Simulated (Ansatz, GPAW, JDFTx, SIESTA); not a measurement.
## BP: 5 runs at one level of theory

```
P B
1.0
     0.00000    2.26900    2.26900
     2.26900    0.00000    2.26900
     2.26900    2.26900    0.00000
P B
1 1
Direct
  0.75000 0.75000 0.75000
  0.00000 0.00000 0.00000
```

Alike in all runs: task band structure; functional BLYP; k mesh 10 × 10 × 10; occupations fermi-dirac, width 0.05 eV; no spin polarisation; no spin-orbit coupling. Pressure is positive in compression and, in plane waves, holds the error of the finite cutoff. Gaps are the smaller of the mesh's and the band path's.

```
                                                     program and potentials  plane-wave cutoff (eV)                                  notes  band gap (eV)  pressure (GPa)
                                      JDFTx, PseudoDojo-SR-PBE-0.5-standard                    1034                potentials made for PBE           1.53               -
                             Ansatz, all-electron LAPW, scalar-relativistic                       -                                      -           1.51            6.09
                          GPAW, PAW data sets generated for this functional                     800                                      -           1.51            6.21
SIESTA, files PseudoDojo sr-pbe-0.4.1-standard, DZP (energy shift 0.002 Ry)                       -  atomic basis; potentials made for PBE           1.55           10.80
                  JDFTx, PseudoDojo-SR-PBE-0.5-standard with smoothed tails                    1034                potentials made for PBE           1.53               -
```

The band gap spans 1.51 (GPAW, PAW data sets generated for this functional) to 1.55 eV (SIESTA, files PseudoDojo sr-pbe-0.4.1-standard, DZP (energy shift 0.002 Ry)), with all-electron results at 1.51. The pressure spans 6.09 (Ansatz, all-electron LAPW, scalar-relativistic) to 10.80 GPa (SIESTA, files PseudoDojo sr-pbe-0.4.1-standard, DZP (energy shift 0.002 Ry)), with all-electron results at 6.09. The paths' points differ, which is worth about 0.01 eV. Rows in atomic bases carry the error of their basis and grid, which can be large.

The functional is the same throughout but for its coding, so the spread measures potentials, basis and numerics; runs on potential files found faulty are left out.

The gap of BP is almost independent of the implementation, from 1.51 to 1.55 eV, whereas the pressure is far more sensitive. All-electron LAPW and GPAW agree closely at 6.09 and 6.21 GPa, while SIESTA gives 10.80 GPa. A gap is a difference between conduction-band and valence-band eigenvalues, in which errors partly cancel; pressure follows the volume derivative of the total energy and exposes them. The SIESTA excess may come from its finite orbital basis or its potentials, which this comparison cannot separate.

The positive pressure in the two closely agreeing runs means that BLYP favours a larger cell, consistent with its usual underbinding of covalent solids. The sizeable gap reflects strong, weakly polar B–P bonds, which separate bonding from antibonding states. It nevertheless lies below the known experimental gap, as expected of a semilocal Kohn–Sham gap, which lacks the derivative discontinuity. Agreement between codes therefore supports the numerical BLYP value, not its accuracy as a quasiparticle gap.
